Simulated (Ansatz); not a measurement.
Results of PBE0 (Ansatz, an electronic-structure program, plane waves, PAW) for chalcopyrite CuInS₂.

Run with plane-wave cutoff 460 eV, 6×6×6 k mesh, Fermi–Dirac smearing 0.01 eV, no spin polarisation, scalar-relativistic PAW data made under PBE.

Cell (measured lattice):

```yaml
crystal:
  lattice:
    - [-2.76139, 2.76139, 5.56647]
    - [2.76139, -2.76139, 5.56647]
    - [2.76139, 2.76139, -5.56647]
  atoms:
    - { symbol: In, position: [0.50000, 0.50000, 0.00000] }
    - { symbol: In, position: [0.25000, 0.75000, 0.50000] }
    - { symbol: Cu, position: [0.00000, 0.00000, 0.00000] }
    - { symbol: Cu, position: [0.75000, 0.25000, 0.50000] }
    - { symbol: S, position: [0.87500, 0.89554, 0.52054] }
    - { symbol: S, position: [0.10446, 0.62500, 0.97946] }
    - { symbol: S, position: [0.37500, 0.35446, 0.47946] }
    - { symbol: S, position: [0.64554, 0.12500, 0.02054] }
```

**Question.** Predict the band gap.

**Answer.** 
- band gap: 1.99 eV (on the SCF k mesh)

Measured, for comparison: band gap 1.55 eV (temperature not stated, no zero-point or thermal correction, direct or pseudo-direct at Γ; as tabulated in Ghosh et al. (2024), arXiv:2401.16805).

Note: cell and atoms aren't relaxed at this level (largest force component 0.06 eV/Å, pressure 1.0 GPa).

Spin–orbit coupling is not included.

Computed values are for the static lattice.

It cost roughly 27 core-minutes of CPU time.
